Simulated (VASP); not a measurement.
# Si (a cell with a defect) in VASP: a series of runs

The runs below take Si (a cell with a defect) through single point, with PBEsol.

Program: VASP 6.6.1. These are calculated values, not measurements. Logs are shortened: lines on timing, memory, paths and dates and some standing lists are left out, and cuts for length are marked.

## 1. Starting point

The cell holds a defect, 17 atoms: a = 7.679 Å, b = 7.679 Å, c = 7.679 Å, α = 60.00°, β = 60.00°, γ = 60.00°.

The cell was built by a generator and needn't be a form met in nature.

## 2. Single point, PBEsol

File INCAR:

```
  PREC = Accurate
  ENCUT = 520
  EDIFF = 1E-7
  ISMEAR = -1
  SIGMA = 0.02
  LREAL = Auto
  LASPH = T
  NELM = 100
  ALGO = Fast
  ISIF = 2
  LWAVE = F
  LCHARG = F
  GGA = PS
  NBANDS = 48
```

File KPOINTS:

```
regular mesh
0
Gamma
  2 2 2
```

File POSCAR:

```
Si
1.0
    0.0000000000      5.4300000000      5.4300000000
    5.4300000000      0.0000000000      5.4300000000
    5.4300000000      5.4300000000      0.0000000000
Si
17
Direct
   -0.0015069061     -0.0019080110     -0.0113978821
    0.1455009208      0.1461099448      0.0626620626
    0.0189535912      0.0199865562      0.4415202578
    0.1158136280      0.1161883978      0.6165226519
   -0.0014054328      0.5152945672     -0.0121938306
    0.1098795580      0.6269646409      0.1359246777
   -0.0286017495      0.5099229282      0.5077932781
    0.1164247698      0.6517372928      0.6157938306
    0.5145641805     -0.0016347145     -0.0114277164
    0.6272360958      0.1103333333      0.1352749540
    0.5094325046     -0.0267105893      0.5073551565
    0.6506953039      0.1167883057      0.6164177716
    0.4783095764      0.4786125230      0.0648392265
    0.6274952118      0.6271957643      0.1354313076
    0.5107737569      0.5103757827      0.5073546041
    0.6043241252      0.6059390424      0.6852116022
    0.3121817680      0.3139511971      0.5611659300
```

Potentials or basis: VASP PAW PBE potentials, release 64 (Si).

Started as:

```sh
$ cat potpaw_PBE.64/Si/POTCAR > POTCAR
$ mpirun -np 1 vasp_std > vasp.out
```

OUTCAR:

```text
PREC = Accurate
   ENCUT = 520
   EDIFF = 1E-7
   ISMEAR = -1
   LREAL = Auto
   LASPH = T
   NELM = 100
   ISIF = 2
   GGA = PS

 ion  position               nearest neighbor table
   1  0.998  0.998  0.989-   6 2.33  10 2.33   4 2.33   2 2.34
   2  0.146  0.146  0.063-   9 2.34   5 2.34   1 2.34   3 2.38  17 3.14
   3  0.019  0.020  0.442-   4 2.33   8 2.33  12 2.33   2 2.38
   4  0.116  0.116  0.617-   3 2.33   1 2.33  17 2.40  11 2.47   7 2.47
   5  0.999  0.515  0.988-  14 2.33   6 2.33   8 2.33   2 2.34
   6  0.110  0.627  0.136-   1 2.33   5 2.33   7 2.33  13 2.34
   7  0.971  0.510  0.508-  16 2.33   6 2.33  17 2.41   4 2.47   8 2.48
   8  0.116  0.652  0.616-   5 2.33   3 2.33  17 2.39  15 2.48   7 2.48
   9  0.515  0.998  0.989-  14 2.33  10 2.33  12 2.33   2 2.34
  10  0.627  0.110  0.135-   1 2.33   9 2.33  11 2.33  13 2.34
  11  0.509  0.973  0.507-  16 2.33  10 2.33  17 2.41   4 2.47  12 2.47
  12  0.651  0.117  0.616-   9 2.33   3 2.33  17 2.40  15 2.47  11 2.47
  13  0.478  0.479  0.065-  10 2.34   6 2.34  14 2.34  16 2.38  17 3.11
  14  0.627  0.627  0.135-   5 2.33   9 2.33  15 2.33  13 2.34
  15  0.511  0.510  0.507-  16 2.33  14 2.33  17 2.41  12 2.47   8 2.48
  16  0.604  0.606  0.685-  15 2.33   7 2.33  11 2.33  13 2.38
  17  0.312  0.314  0.561-   8 2.39  12 2.40   4 2.40   7 2.41  11 2.41  15 2.41  13 3.11   2 3.14

  LATTYP: Found a face centered cubic cell.
 ALAT       =    10.8600000000

  Lattice vectors:

 A1 = (   0.0000000000,   5.4300000000,   5.4300000000)
 A2 = (   5.4300000000,   0.0000000000,   5.4300000000)
 A3 = (   5.4300000000,   5.4300000000,   0.0000000000)

Analysis of symmetry for initial positions (statically):
=====================================================================
 Subroutine PRICEL returns:
 Original cell was already a primitive cell.

 Routine SETGRP: Setting up the symmetry group for a
 face centered cubic supercell.

 Subroutine GETGRP returns: Found  1 space group operations
 (whereof  1 operations were pure point group operations)
 out of a pool of 48 trial point group operations.

The static configuration has the point symmetry C_1 .

Analysis of symmetry for dynamics (positions and initial velocities):
=====================================================================
 Subroutine PRICEL returns:
 Original cell was already a primitive cell.

 Routine SETGRP: Setting up the symmetry group for a
 face centered cubic supercell.

 Subroutine GETGRP returns: Found  1 space group operations
 (whereof  1 operations were pure point group operations)
 out of a pool of 48 trial point group operations.

The dynamic configuration has the point symmetry C_1 .

 Subroutine INISYM returns: Found  1 space group operations
 (whereof  1 operations are pure point group operations),
 and found     1 'primitive' translations

----------------------------------------------------------------------------------------

                                     Primitive cell

  volume of cell :     320.2060

  direct lattice vectors                    reciprocal lattice vectors
     0.000000000  5.430000000  5.430000000    -0.092081031  0.092081031  0.092081031
     5.430000000  0.000000000  5.430000000     0.092081031 -0.092081031  0.092081031
     5.430000000  5.430000000  0.000000000     0.092081031  0.092081031 -0.092081031

  length of vectors
     7.679179644  7.679179644  7.679179644     0.159489025  0.159489025  0.159489025

  position of ions in fractional coordinates (direct lattice)
     0.998493094  0.998091989  0.988602118
     0.145500921  0.146109945  0.062662063
     0.018953591  0.019986556  0.441520258
     0.115813628  0.116188398  0.616522652
     0.998594567  0.515294567  0.987806169
     0.109879558  0.626964641  0.135924678
[... 9 lines left out ...]
     0.604324125  0.605939042  0.685211602
     0.312181768  0.313951197  0.561165930

  ion indices of the primitive-cell ions
   primitive index   ion index
                 1           1
                 2           2
                 3           3
                 4           4
                 5           5
                 6           6
[... 9 lines left out ...]
                16          16
                17          17

----------------------------------------------------------------------------------------

 KPOINTS: regular mesh

Automatic generation of k-mesh.
 Grid dimensions read from file:
 generate k-points for:    2    2    2

 Generating k-lattice:

  Cartesian coordinates                     Fractional coordinates (reciprocal lattice)
    -0.046040516  0.046040516  0.046040516     0.500000000  0.000000000  0.000000000
     0.046040516 -0.046040516  0.046040516     0.000000000  0.500000000  0.000000000
     0.046040516  0.046040516 -0.046040516     0.000000000  0.000000000  0.500000000

  Length of vectors
     0.079744512  0.079744512  0.079744512

  Shift w.r.t. Gamma in fractional coordinates (k-lattice)
[... 38 lines left out ...]
   NSW    =      0    number of steps for IOM
   IBRION =     -1    ionic relax: 0-MD 1-quasi-New 2-CG
   NFREE  =      0    steps in history (QN), initial steepest desc. (CG)
   ISIF   =      2    stress and relaxation
   ISYM   =      2    0-nonsym 1-usesym 2-fastsym
   POTIM  = 0.5000    time-step for ionic-motion
   TEBEG  =    0.0;   TEEND  =   0.0 temperature during run
   PSTRESS=    0.0 pullay stress
   NELECT =      68.0000    total number of electrons
   NUPDOWN=      -1.0000    fix difference up-down
   EMIN   =  10.00;   EMAX   =-10.00  energy-range for DOS
   EFERMI =   0.00;   METHOD = LEGACY
   ISMEAR =    -1;   SIGMA  =   0.02  broadening in eV -4-tet -1-fermi 0-gaus
   EFERMI_NEDOS =   21; number of points for ismear=-14 and -15
   IALGO  =     68    algorithm
   IMIX   =      4    mixing-type and parameters
     AMIX     =   0.40;   BMIX     =  1.00
     AMIX_MAG =   1.60;   BMIX_MAG =  1.00
  volume/ion in A,a.u.               =      18.84       127.11
  Fermi-wavevector in a.u.,A,eV,Ry     =   0.976715  1.845724 12.979587  0.953973
  Thomas-Fermi vector in A             =   2.107356
   LORBIT       =      0    0 simple, 1 ext, 2 COOP (PROOUT), +10 PAW based schemes
   GGA     = PS    functional components
   LHFCALC =     F    Hartree Fock is set to
   AEXX    =    0.0000 exact exchange contribution
   IVDW    =     0    specifies the selected vdW correction
   LEPSILON=     F    determine dielectric tensor
   LRPA    =     F    only Hartree local field effects (RPA)
 non-spin polarized calculation
 RMM-DIIS sequential band-by-band and
  energy-cutoff  :      520.00
  volume of cell :      320.21
 maximum number of plane-waves:      8646
 NGX is ok and might be reduce to    60
   NGX = 29   NGY = 29   NGZ = 29

 number of electron      68.0000000 magnetization

 Free energy of the ion-electron system (eV)
  ---------------------------------------------------
  ext. energy  EPLUGINS =         0.00000000
  ---------------------------------------------------
  free energy    TOTEN  =       -93.62912820 eV

  energy without entropy =      -93.62284922  energy(sigma->0) =      -93.62598871

 E-fermi :   6.5703     XC(G=0):  -9.8246

 val. band max:        6.5463915161   @ k =   0.0000   0.0000   0.5000
 cond. band min:       6.6048330384   @ k =   0.0000   0.0000   0.0000
 fundamental gap:      0.0584415223
 Fermi energy:         6.5702635706

 k-point     1 :       0.0000    0.0000    0.0000
  band No.  band energies     occupation
      1      -6.2757      2.00000
      2      -3.9147      2.00000
      3      -3.6811      2.00000
      4      -3.6783      2.00000
      5      -3.4203      2.00000
      6      -2.5815      2.00000
[... 38 lines left out ...]
     45       8.6227      0.00000
     46       8.7589      0.00000

 k-point     2 :       0.5000    0.0000    0.0000
  band No.  band energies     occupation
      1      -5.7949      2.00000
      2      -5.0582      2.00000
      3      -3.6283      2.00000
      4      -3.4948      2.00000
      5      -3.2413      2.00000
      6      -3.0631      2.00000
[... 286 lines left out ...]
 k-point     8 :       0.5000    0.0000    0.5000
  band No.  band energies     occupation
      1      -5.6644      2.00000
      2      -4.7582      2.00000
      3      -4.1185      2.00000
      4      -3.9335      2.00000
      5      -3.8446      2.00000
      6      -3.6558      2.00000
[... 38 lines left out ...]
     45      10.2761      0.00000
     46      10.3379      0.00000
 [bands above 46 left out]

------------------------ aborting loop because EDIFF is reached ----------------------------------------

  FORCE on cell =-STRESS in cart. coord.  units (eV):
  Direction    XX          YY          ZZ          XY          YZ          ZX
  --------------------------------------------------------------------------------------
  -------------------------------------------------------------------------------------
  Total        5.3243694      5.2861310      5.2395432     -0.8666607      0.8035085      0.8341250
  in kB       26.6409237     26.4495946     26.2164888     -4.3364085      4.0204211      4.1736133
  external PRESSURE =      26.4356690 kB  Pullay stress =       0.0000000 kB

 VOLUME and BASIS-vectors are now :
 -----------------------------------------------------------------------------
  energy-cutoff  :      520.00
  volume of cell :      320.21
      direct lattice vectors                 reciprocal lattice vectors
     0.000000000  5.430000000  5.430000000    -0.092081031  0.092081031  0.092081031
     5.430000000  0.000000000  5.430000000     0.092081031 -0.092081031  0.092081031
     5.430000000  5.430000000  0.000000000     0.092081031  0.092081031 -0.092081031

 POSITION                                       TOTAL-FORCE (eV/Angst)
 -----------------------------------------------------------------------------------
     10.78775     10.78993     10.84146         0.007594     -0.006529      0.003145
      1.13363      1.13032      1.58345        -0.012770     -0.008326      0.010538
      2.50598      2.50037      0.21145        -0.013691     -0.015033      0.009410
      3.97862      3.97659      1.25977         0.010052      0.008257     -0.009899
      8.16184     10.78616      8.22042        -0.004163      0.003045     -0.006809
      4.14249      1.33472      4.00106         0.006063     -0.020908     -0.000424
[... 9 lines left out ...]
      7.01095      7.00218      6.57173         0.016870      0.010125     -0.008962
      4.75189      4.74228      3.39990        -0.032474     -0.009424      0.017354
 -----------------------------------------------------------------------------------
    total drift:                                0.000768     -0.003735     -0.000097

  FREE ENERGIE OF THE ION-ELECTRON SYSTEM (eV)
  ---------------------------------------------------
  free  energy   TOTEN  =       -93.6291282007 eV

  energy  without entropy=      -93.6228492245  energy(sigma->0) =      -93.62598871
```

It took 4.2 min on 1 thread of Intel Xeon Platinum 8259CL at 2.50GHz (Skylake/Cascade Lake), shared host; peak memory 0.48 GiB.

Results:

* Free energy: -93.6291 eV
* Pressure: 2.6 GPa
* Largest force: 0.051 eV/Å
* Band gap on the k mesh: 0.06 eV, indirect (least direct gap 0.39 eV)

Forces in eV/Å, atoms in the order of the input:
```
Si   0.008 -0.007  0.003
Si  -0.013 -0.008  0.011
Si  -0.014 -0.015  0.009
Si   0.010  0.008 -0.010
Si  -0.004  0.003 -0.007
Si   0.006 -0.021  0.000
Si  -0.003  0.035  0.026
Si   0.020 -0.005 -0.004
Si   0.004  0.000  0.010
Si  -0.023  0.008 -0.014
Si   0.015 -0.004  0.011
Si   0.002  0.021 -0.008
Si   0.010  0.008 -0.010
Si   0.010  0.002  0.018
Si  -0.012 -0.025 -0.042
Si   0.017  0.010 -0.009
Si  -0.032 -0.009  0.017
```

Stress tensor (GPa, compression positive):
```
 2.66 -0.43  0.42
-0.43  2.64  0.40
 0.42  0.40  2.62
```

Caveat: the k mesh is coarse (spacing up to 0.50 Å⁻¹), so the values aren't converged; the PAW data sets were made with another functional, which shifts forces and pressure a little.

## 3. Single point, PBEsol

File INCAR:

```
SYSTEM = Si
ALGO = Fast
EDIFF = 1E-7
ENCUT = 520
GGA = PS
ISIF = 2
ISMEAR = -1
LASPH = .TRUE.
LCHARG = .TRUE.
LELF = .TRUE.
LREAL = Auto
LVHAR = .TRUE.
LWAVE = .FALSE.
NBANDS = 48
NELM = 100
PREC = Accurate
SIGMA = 0.02
```

File KPOINTS:

```
k-points
0
G
  2 2 2
  0 0 0
```

File POSCAR:

```
Si
1.0
    0.0000000000      5.4300000000      5.4300000000
    5.4300000000      0.0000000000      5.4300000000
    5.4300000000      5.4300000000      0.0000000000
Si
17
Direct
   -0.0006071823     -0.0007924494     -0.0090539595
    0.1368847145      0.1376187845      0.0883441989
    0.0120752302      0.0129356354      0.4626719153
    0.1184667587      0.1189085635      0.6190260589
   -0.0005861878      0.5109127072     -0.0094027624
    0.1132210866      0.6275269797      0.1318065378
   -0.0230634438      0.5068369245      0.5097787293
    0.1185732965      0.6441591160      0.6187112339
    0.5101538674     -0.0003783610     -0.0092496317
    0.6276040516      0.1134395948      0.1311535912
    0.5063395948     -0.0227605893      0.5092615101
    0.6432489871      0.1191460405      0.6189132597
    0.4846918048      0.4848695212      0.0460157459
    0.6277489871      0.6280222836      0.1311817680
    0.5064792818      0.5077056169      0.5092069061
    0.6091535912      0.6093832413      0.6726574586
    0.3514336096      0.3512291897      0.4466698895
```

Potentials or basis: VASP PAW PBE potentials, release 64 (Si).

Started as:

```sh
$ cat potpaw_PBE.64/Si/POTCAR > POTCAR
$ mpirun -np 1 vasp_std > vasp.out
```

It took 5.9 min on 1 thread of Intel Xeon Platinum 8259CL at 2.50GHz (Skylake/Cascade Lake), shared host; peak memory 0.47 GiB.

The run converged. Its results:

```yaml
Free_energy: -93.7427 eV
Pressure: 3.0 GPa
Largest_force: 0.469 eV/Å
Band_gap_on_the_k_mesh: none (metal or under the smearing width)
```

Forces in eV/Å, atoms in the order of the input:
```
Si   0.028  0.017 -0.009
Si   0.080  0.085 -0.084
Si   0.068  0.067 -0.069
Si   0.035  0.034  0.014
Si   0.007  0.022 -0.024
Si  -0.001  0.012  0.006
Si   0.002  0.050 -0.006
Si  -0.010  0.033 -0.034
Si   0.026  0.007 -0.017
Si   0.015 -0.001  0.000
Si   0.039  0.011 -0.004
Si   0.034 -0.014 -0.031
Si  -0.045 -0.039  0.038
Si   0.001 -0.005 -0.015
Si   0.000  0.014 -0.047
Si  -0.010 -0.016  0.014
Si  -0.268 -0.277  0.267
```

Stress tensor (GPa, compression positive):
```
 2.98 -0.46  0.47
-0.46  3.00  0.46
 0.47  0.46  2.97
```

Levels at points of the mesh, in eV from the Fermi level:
```
           k point  band 31  band 32  band 33  band 34  band 35  band 36  band 37  band 38
(0.00, 0.00, 0.00)    -0.89    -0.68    -0.68    -0.40    -0.11    -0.11     0.10     0.11
(0.50, 0.00, 0.00)    -1.37    -1.34    -1.09    -0.17     0.22     0.78     0.83     0.90
(0.00, 0.50, 0.00)    -1.37    -1.34    -1.09    -0.17     0.22     0.78     0.82     0.91
(0.00, 0.00, 0.50)    -1.45    -1.28    -1.28    -0.29     0.39     0.40     1.10     1.11
(0.50, 0.50, 0.50)    -1.37    -1.34    -1.09    -0.17     0.22     0.78     0.82     0.90
(0.50, 0.50, 0.00)    -1.89    -1.73    -0.83     0.01     0.53     1.18     1.29     1.30
(0.00, 0.50, 0.50)    -1.89    -1.73    -0.84     0.01     0.53     1.18     1.29     1.30
(0.50, 0.00, 0.50)    -1.89    -1.73    -0.84     0.01     0.53     1.17     1.29     1.30
```

Caveat: the k mesh is coarse (spacing up to 0.50 Å⁻¹), so the values aren't converged; the PAW data sets were made with another functional, which shifts forces and pressure a little.

## 4. Single point, PBEsol

File INCAR:

```
SYSTEM = Si
ALGO     = Fast           ! electronic algorithm
EDIFF    = 1E-6           ! SCF threshold, eV
ENCUT    = 520            ! plane-wave cutoff, eV
GGA      = PS             ! functional
ISIF     = 2              ! what is computed and relaxed
ISMEAR   = -1             ! smearing method
LASPH    = .True.         ! aspherical terms in the spheres
LCHARG   = .False.        ! write CHGCAR
LREAL    = Auto         
LWAVE    = .False.        ! write WAVECAR
NBANDS   = 48             ! bands
NELM     = 100            ! most SCF steps
PREC     = Accurate       ! precision mode
SIGMA    = 0.02           ! smearing width, eV
```

File KPOINTS:

```
k-points
0
Gamma
  2 2 2
  0 0 0
```

File POSCAR:

```
Si
1.0
    0.0000000000      5.4300000000      5.4300000000
    5.4300000000      0.0000000000      5.4300000000
    5.4300000000      5.4300000000      0.0000000000
Si
17
Direct
    0.0003297422      0.0004115101      0.0003857274
    0.1250464088      0.1248966851      0.1249381215
    0.0004245856      0.0006131676      0.4986186924
    0.1217778085      0.1222363720      0.6279651013
    0.0004596685      0.4985622468      0.0006112339
    0.1218286372      0.6279660221      0.1221665746
   -0.0066900552      0.5023399632      0.5023053407
    0.1219436464      0.6281675875      0.6281854512
    0.4987696133      0.0004804788      0.0004430939
    0.6279879374      0.1220632597      0.1219428177
    0.5018904236     -0.0056558011      0.5019478821
    0.6280521179      0.1223169429      0.6280139963
    0.5019755985      0.5020674954     -0.0059317680
    0.6280856354      0.6280298343      0.1222318600
    0.5022754144      0.5024997238      0.5024501842
    0.6246928177      0.6257023941      0.6254327808
    0.3747149171      0.3756804788      0.3754300184
```

Started as:

```sh
$ cat potpaw_PBE.64/Si/POTCAR > POTCAR
$ mpirun -np 1 vasp_std > vasp.out
```

Run time: 3.9 min. Hardware: 1 thread of Intel Xeon Platinum 8259CL at 2.50GHz (Skylake/Cascade Lake), shared host; peak memory 0.47 GiB.

Results (log left out):

* Free energy: -93.9283 eV
* Pressure: 3.5 GPa
* Largest force: 0.029 eV/Å
* Band gap on the k mesh: none (metal or under the smearing width)

Forces on the atoms (eV/Å):
```
Si   0.013  0.018  0.017
Si   0.000  0.000  0.000
Si  -0.018 -0.013  0.011
Si   0.002  0.005  0.011
Si  -0.016  0.011 -0.013
Si   0.004  0.010  0.005
Si   0.012 -0.005 -0.004
Si  -0.008 -0.001  0.000
Si   0.011 -0.017 -0.018
Si   0.015  0.002  0.001
Si  -0.011  0.017 -0.014
Si   0.000 -0.009 -0.004
Si  -0.009 -0.013  0.016
Si   0.001 -0.005 -0.009
Si   0.008  0.002  0.003
Si  -0.003  0.000 -0.001
Si   0.000 -0.001 -0.001
```

Levels at points of the mesh, in eV from the Fermi level:
```
           k point  band 30  band 31  band 32  band 33  band 34  band 35  band 36  band 37  band 38  band 39
(0.00, 0.00, 0.00)    -1.67    -0.76    -0.76    -0.76    -0.23    -0.23    -0.23     0.05     0.05     0.43
(0.50, 0.00, 0.00)    -1.51    -1.51    -1.35    -1.35    -0.33     0.52     0.53     0.88     0.88     1.30
(0.00, 0.50, 0.00)    -1.51    -1.51    -1.35    -1.35    -0.33     0.52     0.53     0.88     0.88     1.30
(0.00, 0.00, 0.50)    -1.51    -1.51    -1.35    -1.35    -0.33     0.52     0.53     0.88     0.88     1.30
(0.50, 0.50, 0.50)    -1.51    -1.51    -1.35    -1.35    -0.33     0.52     0.53     0.88     0.88     1.30
(0.50, 0.50, 0.00)    -1.95    -1.95    -1.81    -0.96     0.02     0.72     1.04     1.05     1.15     1.90
(0.00, 0.50, 0.50)    -1.95    -1.95    -1.81    -0.96     0.02     0.72     1.04     1.05     1.15     1.90
(0.50, 0.00, 0.50)    -1.95    -1.95    -1.81    -0.96     0.02     0.72     1.04     1.05     1.15     1.90
```

Caveat: the k mesh is coarse (spacing up to 0.50 Å⁻¹), so the values aren't converged; the PAW data sets were made with another functional, which shifts forces and pressure a little.
